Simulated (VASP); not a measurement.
Wanted: the native input for a VASP 6.6.1 run.

| Item | Value |
| --- | --- |
| Task | relaxation of cell and atoms |
| Functional | PBE |
| Potentials or basis | VASP PAW PBE potentials, release 64 (W_sv) |
| Cutoff | 600 eV |
| k mesh | 12 × 12 × 12 |
| Occupations | methfessel-paxton, width 0.2 eV |
| Spin | no spin polarisation |
| Further INCAR settings | ALGO = Fast; EDIFF = 1e-06; IBRION = 2; EDIFFG = -0.01; NSW = 60; ISIF = 3 |

The structure of W lies in POSCAR:

```
W
1.0
   -1.5900000000      1.5900000000      1.5900000000
    1.5900000000     -1.5900000000      1.5900000000
    1.5900000000      1.5900000000     -1.5900000000
W
1
Direct
    0.0000000000      0.0000000000      0.0000000000
```

The cell was built by a generator and needn't be a form met in nature.

The input as run:

INCAR

```
  PREC = Accurate
  ENCUT = 600
  EDIFF = 1E-6
  ISMEAR = 1
  SIGMA = 0.2
  LREAL = False
  LASPH = True
  NELM = 60
  ALGO = Fast
  ISIF = 3
  LWAVE = False
  LCHARG = False
  GGA = PE
  IBRION = 2
  NSW = 60
  EDIFFG = -0.01
  KPAR = 4
```

KPOINTS

```
regular mesh
0
Gamma
  12 12 12
```

Potentials or basis: VASP PAW PBE potentials, release 64 (W_sv).

The run is started by

```bash
$ cat potpaw_PBE.64/W_sv/POTCAR > POTCAR
$ mpirun -np 4 vasp_std > vasp.out
```

It gave:

```
Relaxed volume                         : 16.18 Å³/atom
Relaxed cell                           : a = 2.760 Å, b = 2.760 Å, c = 2.760 Å, α = 109.47°, β = 109.47°, γ = 109.47°
Space group after relaxing (to 0.05 Å) : Im-3m (No. 229)
Energy gained by relaxing              : 0.6 meV/atom
Ionic steps                            : 3
Pressure after relaxing                : 0.0 GPa
Band gap on the k mesh                 : none (metal or under the smearing width)
```

It took 8.1 s on 4 MPI ranks on Intel(R) Xeon(R) Platinum 8488C (Sapphire Rapids), with other jobs on the host, peak memory 0.14 GiB a rank.
